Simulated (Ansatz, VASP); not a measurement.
# Two plane-wave programs on Eu

The input INCAR:

```
SYSTEM = Eu
PREC = Accurate
ENCUT = 520
EDIFF = 1E-7
ISMEAR = -1
SIGMA = 0.05
LREAL = .FALSE.
LASPH = .TRUE.
NELM = 120
ALGO = Normal
ISIF = 2
LWAVE = .FALSE.
LCHARG = .FALSE.
ISPIN = 2
MAGMOM = 7
LORBIT = 11
LMAXMIX = 6
GGA = PE
NBANDS = 18
```

The input KPOINTS:

```
regular mesh
0
G
  8 8 8
  0 0 0
```

File POSCAR:

```
Eu
1.0
   -2.3182521001      2.3182521001      2.3182521001
    2.3182521001     -2.3182521001      2.3182521001
    2.3182521001      2.3182521001     -2.3182521001
Eu
1
Direct
    0.0000000000      0.0000000000      0.0000000000
```

File input.yaml:

```yaml
crystal:
  lattice:
    - [-2.3182521001, 2.3182521001, 2.3182521001]
    - [2.3182521001, -2.3182521001, 2.3182521001]
    - [2.3182521001, 2.3182521001, -2.3182521001]
  atoms:
    - { symbol: Eu, position: [0.0, 0.0, 0.0], spin: 7.0 }
hamiltonian:
  xc: pbe
  pseudopotentials: { kind: paw }
magnetization:
  spin_polarized: true
kpoints:
  mp_grid: { grid: [8, 8, 8] }
scf:
  occupations: { method: fermi_dirac, width: 0.05 }
output:
  forces: true
  stress: true
  eigenvalues: true
  write_density: true
  write_potential: true
  elf: true
  volumetric_format: npy
```

Change from the starting cell: volume scaled by 1.02.

Alike in both runs: task single point; functional PBE; k mesh 8 × 8 × 8; occupations fermi-dirac, width 0.05 eV; collinear spin, ferromagnetic start.

|  | VASP | Ansatz |
| --- | --- | --- |
| version | VASP 6.6.1 | Ansatz 0.2.0 |
| potentials or method | VASP PAW PBE potentials, release 64 (Eu) | Ansatz PAW |
| plane-wave cutoff (eV) | 520 | 420 |
| valence electrons in the cell | 17 | 17 |

VASP gave:

- gap on the k mesh at the Fermi level (eV): none
- pressure (GPa): -2.0
- net moment per atom (μB): 7.38
- size of the moment on the site where the two differ most (μB): 6.71

**Question.** Estimate Ansatz's values.

**Answer.** gap on the k mesh at the Fermi level (eV): none; pressure (GPa): -1.7; net moment per atom (μB): 7.38; size of the moment on the site where the two differ most (μB): 7.11.

Site moments also hang on the region over which each program counts them. A gap of «none» marks a metal or a gap that the smearing closes.

Caveats: spin-orbit coupling is left out, which moves the levels of the heavy elements. The state reached can hang on the start; a lower one may exist.
